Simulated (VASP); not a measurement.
Crystal: WC (Qusongite).

```
CELL_PARAMETERS angstrom
2.90650 0.00000 0.00000
-1.45325 2.51710 0.00000
0.00000 0.00000 2.83660
ATOMIC_POSITIONS crystal
W 0.00000 0.00000 0.00000
C 0.66667 0.33333 0.50000
```

- Program: VASP 6.6.1
- Task: single point
- Functional: PBE
- Potentials or basis: VASP PAW PBE potentials, release 64 (W_sv, C)
- Cutoff: 520 eV
- k mesh: 10 × 10 × 9
- Occupations: fermi-dirac, width 0.05 eV
- Spin: no spin polarisation

On this cell: pressure 6.7 GPa; largest force under 0.003 eV/Å; band gap on the k mesh none (metal or under the smearing width).

The same run follows on a disturbed copy (atoms moved at random, drawn with an rms of 0.05 Å):

```
CELL_PARAMETERS angstrom
2.90650 0.00000 0.00000
-1.45325 2.51710 0.00000
0.00000 0.00000 2.83660
ATOMIC_POSITIONS crystal
W 0.00594 0.00668 0.01947
C 0.68209 0.32485 0.51994
```

Question: What changes?

Answer: The energy (extrapolated to zero smearing) moves by +16.2 meV/atom; pressure 7.4 GPa; largest force 1.039 eV/Å; band gap on the k mesh none (metal or under the smearing width).

Forces on the atoms (eV/Å):
```
W    0.832 -0.622  0.019
C   -0.832  0.622 -0.019
```

Stress tensor (GPa, compression positive):
```
 8.97 -2.19  0.03
-2.19  5.65 -0.02
 0.03 -0.02  7.56
```
